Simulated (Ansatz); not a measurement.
Runs of Ansatz 0.2.0 on CaF2 (Fluorite). It takes space group Fm-3m (No. 225, cubic). Conventional cell: a = 5.462 Å, b = 5.462 Å, c = 5.462 Å, α = 90.00°, β = 90.00°, γ = 90.00°. Around Ca (site symmetry m-3m) lie 8 F at 2.37 Å. Around F (site symmetry -43m) lie 4 Ca at 2.37 Å. 

```csv
task,level,k mesh,cutoff (eV),points for each segment of the path,mesh quality,gap on the mesh (eV),pressure (GPa),V0 of scaled cells (Å³/atom),B0 (GPa)
equation of state,r2SCAN,8 × 8 × 8,500,-,not flagged,-,-,13.41,(a)
band structure,PBE,8 × 8 × 8,420,14,not flagged,(c),2.2,-,-
equation of state,PBEsol,8 × 8 × 8,420,-,not flagged,-,-,13.27,86
band structure,PBE0,4 × 4 × 4,420,4,coarse,(b),0.1,-,-
```

Alike in all rows: potentials or basis Ansatz PAW; no spin polarisation; cell as given; smearing fermi-dirac 0.05 eV.

Question: Fill in the values left out.

Answer: (a) 90; (b) 10.13; (c) 7.30.

Caveats: some runs use coarse meshes; the PAW data sets were made with another functional, which shifts forces and pressure a little (some runs); the PAW data sets come from PBE, with cores solved anew for the run's functional, which leaves a small shift of forces and pressure (some runs); the thresholds are loose for stress (some runs).

